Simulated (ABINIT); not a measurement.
# CdS (Greenockite) (P6_3mc) in ABINIT: a series of runs

One crystal, CdS (Greenockite), is run at these levels: RPBE, WC, PBE, LDA-PZ; tasks: band structure.

Everything below comes from runs of ABINIT 10.8.3 (patched build). Logs are shortened: lines on timing, memory, paths and dates and some standing lists are left out, and cuts for length are marked. The log counts tension as positive stress, the text compression.

**Experimental background.**

“Isotope dependence of band-gap energy”, 2008, arxiv:0807.2152 quotes, for a bulk crystal of CdS: band gap 2.5809 ± 0.0002 eV.

How close the calculation comes is told below.

## 1. The crystal as given

It takes space group P6_3mc (No. 186, hexagonal). Conventional cell: a = 4.150 Å, b = 4.150 Å, c = 6.737 Å, α = 90.00°, β = 90.00°, γ = 120.00°. Cd (site symmetry 3m) has 4 S at 2.53 to 2.54 Å as nearest neighbours. S (site symmetry 3m) is surrounded by 4 Cd at 2.53 to 2.54 Å.

## 2. Band structure, RPBE

File run.abi:

```
ndtset 2

pp_dirpath "./"
pseudos "Cd.GGA_PBE-JTH.xml, S.GGA_PBE-JTH.xml"

acell 4.15 4.15 6.737 Angstrom
rprim
     1.0000000000     0.0000000000     0.0000000000
    -0.5000000000     0.8660254038     0.0000000000
     0.0000000000     0.0000000000     1.0000000000
ntypat 2
znucl 48 16
natom 4
typat 1 1 2 2
xcart
     2.0750000002     1.1980018084     3.3685000000
    -0.0000000002     2.3960036173     0.0000000000
     2.0750000002     1.1980018084     5.8948750000
    -0.0000000002     2.3960036173     2.5263750000 Angstrom

ecut 20.0
pawecutdg 40.0

ixc 15

occopt 3
tsmear 0.00183747

nstep 100

iomode 3
prtwf 0
prteig 0
prtebands 0
prtden1 1

kptopt1 1
ngkpt1 7 7 4
nshiftk1 1
shiftk1 0.0 0.0 0.0
nband1 22
tolvrs1 1.0e-9

iscf2 -2
getden2 1
nband2 26
nbdbuf2 2
tolwfr2 1.0e-12
kptopt2 -7
ndivsm2 6
prteig2 1
prtvol2 -3
kptbounds2
     0.0000000000     0.0000000000     0.0000000000
     0.5000000000     0.0000000000     0.0000000000
     0.3333333333     0.3333333333     0.0000000000
     0.0000000000     0.0000000000     0.0000000000
     0.0000000000     0.0000000000     0.5000000000
     0.5000000000     0.0000000000     0.5000000000
     0.3333333333     0.3333333333     0.5000000000
     0.0000000000     0.0000000000     0.5000000000
```

Potentials or basis: JTH PAW PBE v2.0.

Started as:

```
> abinit run.abi > log 2>&1
```

run.abo:

```text
.Version 10.8.3 of ABINIT
 DATASET    1 : space group P6_3 m c (#186); Bravais hP (primitive hexag.)
================================================================================
 Values of the parameters that define the memory need for DATASET  1.
     intxc =       0    ionmov =       0      iscf =      17    lmnmax =      18
     lnmax =       6     mgfft =      54  mpssoang =       3    mqgrid =    3625
     natom =       4  nloc_mem =       2    nspden =       1   nspinor =       1
    nsppol =       1      nsym =      12    n1xccc =       1    ntypat =       2
    occopt =       3   xclevel =       2
       mpw =        2922          nfft =       55296          nkpt =          24
 PAW method is used; the additional fine FFT grid is defined by:
   mgfftf=        75    nfftf =    172800
================================================================================
================================================================================

 DATASET    2 : space group P6_3 m c (#186); Bravais hP (primitive hexag.)
================================================================================
 Values of the parameters that define the memory need for DATASET  2.
     intxc =       0    ionmov =       0      iscf =      -2    lmnmax =      18
     lnmax =       6     mgfft =      54  mpssoang =       3    mqgrid =    3625
     natom =       4  nloc_mem =       2    nspden =       1   nspinor =       1
    nsppol =       1      nsym =      12    n1xccc =       1    ntypat =       2
    occopt =       3   xclevel =       2
       mpw =        2916          nfft =       55296          nkpt =          67
 PAW method is used; the additional fine FFT grid is defined by:
   mgfftf=        75    nfftf =    172800
================================================================================
================================================================================

--------------------------------------------------------------------------------
------------- Echo of variables that govern the present computation ------------
--------------------------------------------------------------------------------
 -outvars: echo values of preprocessed input variables --------
            acell      7.8423634225E+00  7.8423634225E+00  1.2731084910E+01 Bohr
              amu      1.12411000E+02  3.20660000E+01
             ecut      2.00000000E+01 Hartree
           getden1          0
           getden2          1
             iscf1         17
             iscf2         -2
              ixc          15
           jdtset        1    2
           kptopt1          1
           kptopt2         -7
         kptrlatt        7    0    0      0    7    0      0    0    4
          kptrlen1     5.09243396E+01
          kptrlen2     3.00000000E+01
            natom           4
            nband1         22
            nband2         26
           nbdbuf1          0
           nbdbuf2          2
           ndtset           2
           ndivsm1          0
           ndivsm2          6
            ngfft          32      32      54
          ngfftdg          48      48      75
             nkpt1         24
             nkpt2         67
            nstep         100
             nsym          12
           ntypat           2
           occopt           3
        pawecutdg      4.00000000E+01 Hartree
         pawxcdev           0
        prtebands           0
           prteig1          0
           prteig2          1
           prtvol1          0
           prtvol2         -3
            prtwf           0
            rprim      1.0000000000E+00  0.0000000000E+00  0.0000000000E+00
                      -5.0000000000E-01  8.6602540380E-01  0.0000000000E+00
                       0.0000000000E+00  0.0000000000E+00  1.0000000000E+00
           shiftk1     0.00000000E+00  0.00000000E+00  0.00000000E+00
           shiftk2     5.00000000E-01  5.00000000E-01  5.00000000E-01
          spgroup         186
           tolvrs1     1.00000000E-09
           tolvrs2     0.00000000E+00
           tolwfr1     0.00000000E+00
           tolwfr2     1.00000000E-12
[... 286 lines left out ...]
 -3.1994E-01 -3.0448E-01 -1.5062E-01 -1.4985E-01 -1.4985E-01 -1.4671E-01
 -1.4671E-01 -1.3532E-01 -1.3532E-01 -1.3208E-01 -1.3208E-01 -1.1959E-01
 -2.5752E-02  1.0375E-01  1.0375E-01  1.2988E-01  1.3137E-01  1.3137E-01
  1.8131E-01  2.3836E-01  3.7170E-01  3.7170E-01  3.8355E-01  4.1153E-01
  4.1153E-01  4.2135E-01
 Non-SCF case, kpt    2 (  0.04545  0.00000  0.00000), residuals and eigenvalues=
[... 645 lines left out ...]
 -1.4210E-01 -1.4210E-01 -1.3350E-01 -1.3349E-01 -1.3344E-01 -1.3344E-01
  4.2757E-02  4.2760E-02  1.1461E-01  1.1461E-01  1.1634E-01  1.1634E-01
  2.4311E-01  2.4311E-01  3.5999E-01  3.5999E-01  3.8566E-01  3.8566E-01
  3.8615E-01  3.8615E-01
 Non-SCF case, kpt   67 (  0.00000  0.00000  0.50000), residuals and eigenvalues=
  5.84E-13  6.12E-13  6.82E-13  8.03E-13  3.53E-13  7.23E-13  5.61E-13  9.93E-13
  5.12E-13  8.25E-13  5.66E-13  8.11E-13  7.20E-13  9.02E-13  6.94E-13  8.98E-13
  7.63E-13  5.78E-13  9.63E-13  5.43E-13  8.81E-13  6.10E-13  5.54E-13  8.01E-13
  9.04E-13  9.51E-13
 -3.1207E-01 -3.1206E-01 -1.4852E-01 -1.4852E-01 -1.4852E-01 -1.4852E-01
 -1.4218E-01 -1.4218E-01 -1.3350E-01 -1.3350E-01 -1.3350E-01 -1.3350E-01
  4.2994E-02  4.2997E-02  1.1708E-01  1.1708E-01  1.1708E-01  1.1708E-01
  2.4033E-01  2.4033E-01  3.6326E-01  3.6326E-01  3.8441E-01  3.8441E-01
  3.8441E-01  3.8441E-01

--- !ResultsGS
iteration_state: {dtset: 2, }
comment   : Summary of ground state results
lattice_vectors:
- [  7.8423634,   0.0000000,   0.0000000, ]
- [ -3.9211817,   6.7916859,   0.0000000, ]
- [  0.0000000,   0.0000000,  12.7310849, ]
lattice_lengths: [   7.84236,    7.84236,   12.73108, ]
lattice_angles: [ 90.000,  90.000, 120.000, ] # degrees, (23, 13, 12)
lattice_volume:   6.7809411E+02
convergence: {deltae:  0.000E+00, res2:  0.000E+00, residm:  9.998E-13, diffor:  0.000E+00, }
etotal    :  -1.15727078E+02
entropy   :   0.00000000E+00
fermie    :   1.57474124E-01
cartesian_stress_tensor: null
pressure_GPa: null
xred      :
- [  6.6667E-01,   3.3333E-01,   5.0000E-01, Cd]
- [  3.3333E-01,   6.6667E-01,   0.0000E+00, Cd]
- [  6.6667E-01,   3.3333E-01,   8.7500E-01,  S]
- [  3.3333E-01,   6.6667E-01,   3.7500E-01,  S]
cartesian_forces: null
force_length_stats: {min: null, max: null, mean: null, }
...

 Integrated electronic density in atomic spheres:
 ------------------------------------------------
 Atom  Sphere_radius  Integrated_density
    1        2.50234         10.45935432
    2        2.50234         10.45722238
    3        1.90380          3.58459558
    4        1.90380          3.58567904

================================================================================

 ----iterations are completed or convergence reached----

 Mean square residual over all n,k,spin=   65.400E-14; max=  99.977E-14
 reduced coordinates (array xred) for    4 atoms
       0.666666666662      0.333333333324      0.500000000000
       0.333333333328      0.666666666657      0.000000000000
       0.666666666662      0.333333333324      0.875000000000
       0.333333333328      0.666666666657      0.375000000000

 cartesian coordinates (angstrom) at end:
    1      2.07500000000000     1.19800180855500     3.36850000000000
    2      0.00000000000000     2.39600361714500     0.00000000000000
    3      2.07500000000000     1.19800180855500     5.89487500000000
    4      0.00000000000000     2.39600361714500     2.52637500000000
 length scales=  7.842363422517  7.842363422517 12.731084910241 bohr
              =  4.150000000000  4.150000000000  6.737000000000 angstroms
 Eigenvalues (hartree) for nkpt=  67  k points:
 kpt#   1, nband= 26, wtk=  1.00000, kpt=  0.0000  0.0000  0.0000 (reduced coord)
  -0.31994   -0.30448   -0.15062   -0.14985   -0.14985   -0.14671   -0.14671   -0.13532
  -0.13532   -0.13208   -0.13208   -0.11959   -0.02575    0.10375    0.10375    0.12988
   0.13137    0.13137    0.18131    0.23836    0.37170    0.37170    0.38355    0.41153
   0.41153    0.42135
 kpt#   2, nband= 26, wtk=  1.00000, kpt=  0.0455  0.0000  0.0000 (reduced coord)
  -0.31967   -0.30436   -0.15053   -0.14974   -0.14965   -0.14660   -0.14656   -0.13538
  -0.13533   -0.13220   -0.13206   -0.11940   -0.02523    0.10047    0.10279    0.12584
   0.12936    0.13084    0.18667    0.24159    0.36875    0.37288    0.38497    0.40938
   0.41318    0.42048
 kpt#   3, nband= 26, wtk=  1.00000, kpt=  0.0909  0.0000  0.0000 (reduced coord)
  -0.31889   -0.30402   -0.15024   -0.14942   -0.14907   -0.14624   -0.14611   -0.13555
  -0.13533   -0.13253   -0.13199   -0.11886   -0.02371    0.09156    0.10004    0.11357
   0.12773    0.12929    0.19856    0.25014    0.36151    0.37621    0.38827    0.40436
   0.41800    0.41808
 kpt#   4, nband= 26, wtk=  1.00000, kpt=  0.1364  0.0000  0.0000 (reduced coord)
  -0.31764   -0.30349   -0.14978   -0.14894   -0.14810   -0.14562   -0.14540   -0.13581
[... 304 lines left out ...]
  -0.31133   -0.31132   -0.14808   -0.14808   -0.14801   -0.14801   -0.14187   -0.14187
  -0.13349   -0.13349   -0.13324   -0.13324    0.04189    0.04189    0.10822    0.10823
   0.11411    0.11411    0.25047    0.25047    0.35278    0.35278    0.38774    0.38774
   0.39083    0.39083
 kpt#  66, nband= 26, wtk=  1.00000, kpt=  0.0256  0.0256  0.5000 (reduced coord)
  -0.31188   -0.31187   -0.14841   -0.14841   -0.14839   -0.14839   -0.14210   -0.14210
  -0.13350   -0.13349   -0.13344   -0.13344    0.04276    0.04276    0.11461    0.11461
   0.11634    0.11634    0.24311    0.24311    0.35999    0.35999    0.38566    0.38566
   0.38615    0.38615
 kpt#  67, nband= 26, wtk=  1.00000, kpt=  0.0000  0.0000  0.5000 (reduced coord)
  -0.31207   -0.31206   -0.14852   -0.14852   -0.14852   -0.14852   -0.14218   -0.14218
  -0.13350   -0.13350   -0.13350   -0.13350    0.04299    0.04300    0.11708    0.11708
   0.11708    0.11708    0.24033    0.24033    0.36326    0.36326    0.38441    0.38441
   0.38441    0.38441

== END DATASET(S) ==============================================================
================================================================================

 -outvars: echo values of variables after computation  --------
            acell      7.8423634225E+00  7.8423634225E+00  1.2731084910E+01 Bohr
           etotal1    -1.1572707850E+02
            fcart1     2.7467691338E-28  1.5858478988E-28 -1.3788257286E-03
                      -2.7467691338E-28 -1.5858478988E-28 -1.3788257286E-03
                      -2.7467691338E-28 -1.5858478988E-28  1.3788257286E-03
                       2.7467691338E-28  1.5858478988E-28  1.3788257286E-03
            rprim      1.0000000000E+00  0.0000000000E+00  0.0000000000E+00
                      -5.0000000000E-01  8.6602540380E-01  0.0000000000E+00
                       0.0000000000E+00  0.0000000000E+00  1.0000000000E+00
           strten1    -1.3549409934E-04 -1.3549409950E-04 -1.5733788871E-04
                       0.0000000000E+00  0.0000000000E+00  0.0000000000E+00
           xangst      2.0750000000E+00  1.1980018086E+00  3.3685000000E+00
                       4.0571919062E-16  2.3960036171E+00  0.0000000000E+00
                       2.0750000000E+00  1.1980018086E+00  5.8948750000E+00
                       4.0571919062E-16  2.3960036171E+00  2.5263750000E+00
             xred      6.6666666666E-01  3.3333333332E-01  5.0000000000E-01
                       3.3333333333E-01  6.6666666666E-01  0.0000000000E+00
                       6.6666666666E-01  3.3333333332E-01  8.7500000000E-01
                       3.3333333333E-01  6.6666666666E-01  3.7500000000E-01
 Calculation completed.
```

Wall time 3.9 min (1 thread of Arm Neoverse V2, shared host); peak memory 0.2 GiB.

Results:

```
Free energy                                           : -3149.0942 eV
Largest force                                         : 0.071 eV/Å
Band gap on the k mesh                                : 1.36 eV, direct
Valence electrons inside the program's atomic spheres : Cd 10.46; S 3.58, 3.59
```

Forces on the atoms (eV/Å):
```
Cd   0.000  0.000 -0.071
Cd   0.000  0.000 -0.071
S    0.000  0.000  0.071
S    0.000  0.000  0.071
```

Levels at the corners of the path, in eV from the valence-band top:
```tsv
point	band 16	band 17	band 18	band 19	band 20	band 21
Γ	-0.04	0.00	0.00	1.36	2.91	6.54
M	-1.83	-1.25	-0.72	3.80	4.02	5.27
K	-1.80	-1.80	-1.57	4.84	5.13	5.13
Γ	-0.04	0.00	0.00	1.36	2.91	6.54
A	-0.39	-0.39	-0.39	2.97	2.97	6.31
L	-1.31	-1.30	-1.30	3.62	3.62	5.49
H	-2.33	-1.10	-1.10	4.48	4.48	6.28
A	-0.39	-0.39	-0.39	2.97	2.97	6.31
```

Caveat: the cutoff is too short for stress, so the log's stress isn't used; the PAW data sets were made with another functional, which shifts forces and pressure a little.

(Part 1 of 3 ends here.)
